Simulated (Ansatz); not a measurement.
**RbCl: the cell at several levels of theory**

The task here is to estimate one member of a computed series from the others.

Code: Ansatz 0.2.0. PAW datasets, plane waves, zero pressure. Computed at 0 K without zero-point motion; spin polarisation is off.

### The system as given

The symmetry is Fm-3m (No. 225, cubic); a = 6.548 Å in the conventional setting, 35.09 Å³ an atom. Rb has 6 Cl at 3.27 Å; Cl has 6 Rb at 3.27 Å.

As a file:

```cif
data_structure
_symmetry_space_group_name_H-M 'P 1'
_symmetry_Int_Tables_number 1
_cell_length_a 4.6301
_cell_length_b 4.6301
_cell_length_c 4.6301
_cell_angle_alpha 60.000
_cell_angle_beta 60.000
_cell_angle_gamma 60.000
_cell_volume 70.19
loop_
_atom_site_label
_atom_site_type_symbol
_atom_site_fract_x
_atom_site_fract_y
_atom_site_fract_z
_atom_site_occupancy
Rb1 Rb 0.00000 0.00000 0.00000 1
Cl1 Cl 0.50000 0.50000 0.50000 1
```

Set-up of the first run:

Input file input.yaml:

```yaml
crystal:
  lattice:
    - [0.0, 3.274, 3.274]
    - [3.274, 0.0, 3.274]
    - [3.274, 3.274, 0.0]
  atoms:
    - { symbol: Rb, position: [0.0, 0.0, 0.0] }
    - { symbol: Cl, position: [0.5, 0.5, 0.5] }
kpoints:
  mp_grid: { grid: [6, 6, 6] }
hamiltonian:
  xc: pbe
scf:
  occupations: { method: fermi_dirac, width: 0.02 }
relax:
  f_tol: 0.005
  cell: {}
```

Started as:

```
> ansatz run input.yaml --threads 2 --pin off --max-ram 2211MiB --backend cpu --events-out ev --progress --plain --runs-dir out
```

Steps of the session up to this table: Relaxing with PBE; Relaxation with r2SCAN; Relaxation with PBEsol; Relaxation with LDA; Relaxation with HSE06.

One table of the session follows, with a row left open; its other results are not shown here.

```
 level  a (Å)  volume (Å³/atom)
   PBE  6.698            37.566
r2SCAN  6.611            36.124
PBEsol  6.544            35.037
   LDA  6.378            32.434
 HSE06      ?                 ?
```

Estimate the missing values for HSE06.

The run gave: a (Å): 6.659; volume (Å³/atom): 36.902. In the column «a (Å)» it lies between r2SCAN (6.611) and PBE (6.698).

What this shows: The first relaxation changed the volume by +7.0 % from the start. The volume runs from LDA (least) to PBE (most), a spread of 15.8 %, or 5.0 % in length if all axes shared it alike. The meshes differ: PBE 6×6×6, r2SCAN 6×6×6, PBEsol 6×6×6, LDA 6×6×6, HSE06 4×4×4.
